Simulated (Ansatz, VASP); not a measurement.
# ZnSe in two plane-wave programs, part 2 of 2

One calculation is typed for both programs; each brings its own data sets. How far apart do they land? The structure shown is the end of the Ansatz relaxation below.

VASP 6.6.1 and Ansatz 0.2.0.

So far. Step 3 (VASP: single point, PBEsol, pair 1): The run ends at a pressure of 0.26 GPa, with forces up to 2.8e-4 eV/Å.

## (6) VASP: single point, PBEsol, pair 2

Level of this step: PBEsol; plane waves and PAW (Se, Zn) (VASP).

The same cell, functional, mesh and smearing now go to VASP, with its own data sets.

Contents of INCAR:

```
SYSTEM = ZnSe
PREC = Accurate
ENCUT = 500
EDIFF = 1E-06
NELM = 120
ISMEAR = -1
SIGMA = 0.02
LREAL = .FALSE.
ALGO = Normal
GGA = PS
NBANDS = 33
LORBIT = 11
LWAVE = .FALSE.
LCHARG = .FALSE.
ISIF = 2
LASPH = .TRUE.
GGA_COMPAT = .FALSE.
EFERMI = MIDGAP
KPAR = 2
```

Contents of POSCAR:

```
ZnSe
1.0
    3.8638359200      0.0000000000      0.0000000000
   -1.9319179600      3.3461800628      0.0000000000
    0.0000000000      0.0000000000      9.9559413376
Se Zn
3 3
Direct
    0.0000000000      0.0000000000      0.7531582305
    0.3333333333      0.6666666667      0.0864915638
    0.6666666667      0.3333333333      0.4198248971
    0.0000000000      0.0000000000      0.9968417695
    0.3333333333      0.6666666667      0.3301751029
    0.6666666667      0.3333333333      0.6635084362
```

Contents of KPOINTS:

```
Automatic mesh
0
Gamma
8 8 3
0 0 0
```

Potentials, in the order of the species: Se and Zn (PBE family, release 64).

Run with:

```
$ mpirun -np 2 vasp_std
```

Numbers of over 12 decimals in the logs are rounded to 6 here.

Output:

```text
[banner, memory and clock lines left out]
running    2 mpi-ranks, on    1 nodes
[...]
[... a notice as in an earlier step ...]

 LDA part: xc-table for (Slater+PW92), standard interpolation
 POSCAR, INCAR and KPOINTS ok, starting setup
[...]
entering main loop
       N       E                     dE             d eps       ncg     rms          rms(c)
DAV:   1     0.382232345185E+03    0.38223E+03   -0.25037E+04  1650   0.186E+03
DAV:   2     0.210982556670E+02   -0.36113E+03   -0.35233E+03  1659   0.397E+02
DAV:   3    -0.200155999988E+02   -0.41114E+02   -0.40857E+02  1958   0.132E+02
DAV:   4    -0.211334243135E+02   -0.11178E+01   -0.11159E+01  1864   0.214E+01
[...]
DAV:  12    -0.202060905632E+02    0.13809E-04   -0.24745E-04  2130   0.227E-01    0.888E-03
DAV:  13    -0.202060936427E+02   -0.30794E-05   -0.25249E-05  1933   0.261E-02    0.583E-03
DAV:  14    -0.202060931106E+02    0.53207E-06   -0.71355E-06  1805   0.378E-02
   1 F= -.20206093E+02 E0= -.20206093E+02  d E =-.766274E-15
```

Parts of OUTCAR (step 6):

```text
  Total        3.6823308      3.6823308      0.2464058      0.0000000      0.0000000      0.0000000
  in kB       45.8335053     45.8335053      3.0669823      0.0000000      0.0000000      0.0000000
  external PRESSURE =      31.5779976 kB  Pullay stress =       0.0000000 kB

 POSITION                                       TOTAL-FORCE (eV/Angst)
 -----------------------------------------------------------------------------------
      0.00000      0.00000      7.49840        -0.000000      0.000000      0.002086
     -0.00000      2.23079      0.86110         0.000000      0.000000      0.002086
      1.93192      1.11539      4.17975        -0.000000      0.000000      0.002086
      0.00000      0.00000      9.92450         0.000000     -0.000000     -0.002086
     -0.00000      2.23079      3.28720        -0.000000     -0.000000     -0.002086
      1.93192      1.11539      6.60585         0.000000      0.000000     -0.002086
 -----------------------------------------------------------------------------------
    total drift:                                0.000003     -0.000000     -0.000146

  FREE ENERGIE OF THE ION-ELECTRON SYSTEM (eV)
  ---------------------------------------------------
  free  energy   TOTEN  =       -20.2060931106 eV

  energy  without entropy=      -20.2060931106  energy(sigma->0) =      -20.20609311

[... 1 part as in an earlier step ...]

[... 2 further parts left out ...]
[key lines of the parts left out:]
E-fermi :   2.7496
```

The run ends at a pressure of 3.16 GPa, with forces up to 0.0021 eV/Å.

## (7) Side by side

What differs besides the data sets and the points named for the pairs above, as far as they apply: the data sets hold 84 valence electrons in Ansatz (on its PAW soft_1 files) and 54 in VASP. Total energies have different zeros and are not compared.

The two programs side by side:

| quantity | Ansatz | VASP | difference |
| --- | --- | --- | --- |
| pressure (GPa) | 2.87 | 3.16 | -0.29 |
| gap on the k mesh (eV) | 1.228 | 1.236 | -0.008 |

At this near-relaxed geometry the largest component of a force difference is 3 meV/Å. A gap on the mesh is an upper bound, since the band edges may lie between its points.

## (8) Ansatz: relaxation, PBEsol

This run makes the geometry at which the two programs are then compared. The cell compared in this pair holds 130.50 Å³, against 128.72 Å³ for the pair before.

The structure compared here is the end of the Ansatz relaxation.

Contents of input.yaml:

```yaml
crystal:
  lattice:
    - [3.90366928, 0.0, 0.0]
    - [-1.95183464, 3.3806767645, 0.0]
    - [0.0, 0.0, 9.874226692]
  atoms:
    - { symbol: Se, position: [0.0, 0.0, 0.75] }
    - { symbol: Se, position: [0.3333333, 0.6666667, 0.0833333] }
    - { symbol: Se, position: [0.6666667, 0.3333333, 0.4166667] }
    - { symbol: Zn, position: [0.0, 0.0, 0.0] }
    - { symbol: Zn, position: [0.3333333, 0.6666667, 0.3333333] }
    - { symbol: Zn, position: [0.6666667, 0.3333333, 0.6666667] }
kpoints:
  mp_grid: { grid: [8, 8, 3] }
scf:
  occupations: { method: fermi_dirac, width: 0.02 }
hamiltonian:
  xc: pbesol
  pseudopotentials: { kind: paw, azcp: { folder: soft_1 }, xc_functional: pbe }
basis:
  ecutwfc: 600
output:
  forces: true
  stress: true
  write_density: true
  write_potential: true
  elf: true
  volumetric_format: npy
relax:
  f_tol: 0.005
  max_steps: 70
  cell: { stress_tol: 0.02, p_target: 0, fix: [a, b, alpha, beta, gamma] }
```

Run with:

```
$ ansatz run input.yaml --threads 4 --pin off --max-ram 18432MiB --backend cpu --events-out ev --progress --plain --runs-dir out
```

Output:

```text
[...]
Crystal: 6 atoms, lattice volume = 130.311 Å³
Basis set: ecut = 600 eV, 4377 PW (Γ), exchange–correlation on 64×64×160 points (8 copies of the dense FFT grid, shifted against one another)
Bands: 51, of which v1, the nominal top of the filled ones, is band 42 counted from 1 (41 counted from 0)
Symmetry: 18 space group operations
[...]
cell:  # Å, volume = 130.5014 Å³
    - [3.903669, 0, 0]
    - [-1.951835, 3.380677, 0]
    - [0, 0, 9.888687]
  atoms:
    - { symbol: Se, position: [0, 0, 0.752058] }
    - { symbol: Se, position: [0.333333, 0.666667, 0.085391] }
    - { symbol: Se, position: [0.666667, 0.333333, 0.418725] }
    - { symbol: Zn, position: [0, 0, -0.00205811] }
    - { symbol: Zn, position: [0.333333, 0.666667, 0.331275] }
    - { symbol: Zn, position: [0.666667, 0.333333, 0.664609] }
[key lines of the parts left out:]
SCF converged after 6 iterations
Free energy (F): -26119.358940 eV
Fermi energy:    7.738606 eV
P = ⅓ Tr σ = 1.8631 GPa (18.631 kbar)
```

## (9) VASP: single point, PBEsol, pair 3

The same cell, functional, mesh and smearing now go to VASP, with its own data sets.

INCAR is that of step 6.

Contents of POSCAR:

```
ZnSe
1.0
    3.9036692800      0.0000000000      0.0000000000
   -1.9518346400      3.3806767645      0.0000000000
    0.0000000000      0.0000000000      9.8886871288
Se Zn
3 3
Direct
    1.0000000000      0.0000000000      0.7520581076
    0.3333333333      0.6666666667      0.0853914409
    0.6666666667      0.3333333333      0.4187247743
    1.0000000000      0.0000000000      0.9979418924
    0.3333333333      0.6666666667      0.3312752257
    0.6666666667      0.3333333333      0.6646085591
```

KPOINTS is that of step 6.

Run with:

```
$ mpirun -np 2 vasp_std
```

Output:

```text
[... set-up lines as in an earlier step ...]
 entering main loop
       N       E                     dE             d eps       ncg     rms          rms(c)
DAV:   1     0.379839166272E+03    0.37984E+03   -0.24808E+04  1650   0.185E+03
DAV:   2     0.195714096177E+02   -0.36027E+03   -0.35166E+03  1691   0.393E+02
DAV:   3    -0.201013520961E+02   -0.39673E+02   -0.39237E+02  1947   0.130E+02
DAV:   4    -0.211850223400E+02   -0.10837E+01   -0.10819E+01  1912   0.213E+01
[...]
DAV:  12    -0.202680729657E+02    0.16476E-04   -0.25477E-04  2132   0.229E-01    0.863E-03
DAV:  13    -0.202680763303E+02   -0.33646E-05   -0.26803E-05  1941   0.263E-02    0.576E-03
DAV:  14    -0.202680755873E+02    0.74298E-06   -0.72563E-06  1811   0.381E-02
   1 F= -.20268076E+02 E0= -.20268076E+02  d E =-.466961E-15
```

From OUTCAR (step 9):

```text
  Total        2.4985250      2.4985250      0.2225081      0.0000000      0.0000000      0.0000000
  in kB       30.6746048     30.6746048      2.7317509      0.0000000      0.0000000      0.0000000
  external PRESSURE =      21.3603202 kB  Pullay stress =       0.0000000 kB

 POSITION                                       TOTAL-FORCE (eV/Angst)
 -----------------------------------------------------------------------------------
      0.00000      0.00000      7.43687         0.000000     -0.000000      0.002891
     -0.00000      2.25378      0.84441        -0.000000     -0.000000      0.002891
      1.95183      1.12689      4.14064         0.000000     -0.000000      0.002891
      0.00000      0.00000      9.86834        -0.000000      0.000000     -0.002891
     -0.00000      2.25378      3.27588        -0.000000     -0.000000     -0.002891
      1.95183      1.12689      6.57211        -0.000000      0.000000     -0.002891
 -----------------------------------------------------------------------------------
    total drift:                                0.000004      0.000000     -0.004480

  FREE ENERGIE OF THE ION-ELECTRON SYSTEM (eV)
  ---------------------------------------------------
  free  energy   TOTEN  =       -20.2680755873 eV

  energy  without entropy=      -20.2680755873  energy(sigma->0) =      -20.26807559

[... 1 part as in an earlier step ...]

[... 2 further parts left out ...]
[key lines of the parts left out:]
E-fermi :   2.5896
```

The run ends at a pressure of 2.14 GPa, with forces up to 0.0029 eV/Å.

## (10) Comparison

What differs besides the data sets and the points named for the pairs above, as far as they apply: the data sets hold 84 valence electrons in Ansatz (on its PAW soft_1 files) and 54 in VASP. Total energies have different zeros and are not compared.

Both answers:

| quantity | Ansatz | VASP | difference |
| --- | --- | --- | --- |
| pressure (GPa) | 1.86 | 2.14 | -0.27 |
| gap on the k mesh (eV) | 1.248 | 1.256 | -0.008 |

At this near-relaxed geometry the largest component of a force difference is 2 meV/Å. A gap on the mesh is an upper bound, since the band edges may lie between its points.

## (11) Summary of results

```yaml
difference_in_gap_on_the_k_mesh_single_point_pbesol_pair_1: -0.0067 eV
difference_in_gap_on_the_k_mesh_single_point_pbesol_pair_2: -0.0078 eV
difference_in_gap_on_the_k_mesh_single_point_pbesol_pair_3: -0.0076 eV
```

In words: The difference in gap on the k mesh is -0.0078 eV (single point, PBEsol, pair 2), within the 0.08 eV picked in this series as the mark of a large difference. The data sets hold unlike numbers of valence electrons (84 in Ansatz and 54 in VASP), so part of the differences comes from the potentials. 4 further runs of this series are not shown here. How closely two codes agree says nothing of how well the functional describes the real material.

[Lines on the potential files, build, host, timing and source positions are cut from VASP's logs without a mark.]

[Logs are printed without paths, hosts, clocks, repeated set-up lines and the standing remarks that a program may print on its own settings, such as how far it seeks lower states.]

[Hosts, paths, dates, database ids (printed as entryN), source tags and the programs' standing remarks are cut or masked in the printed files.]
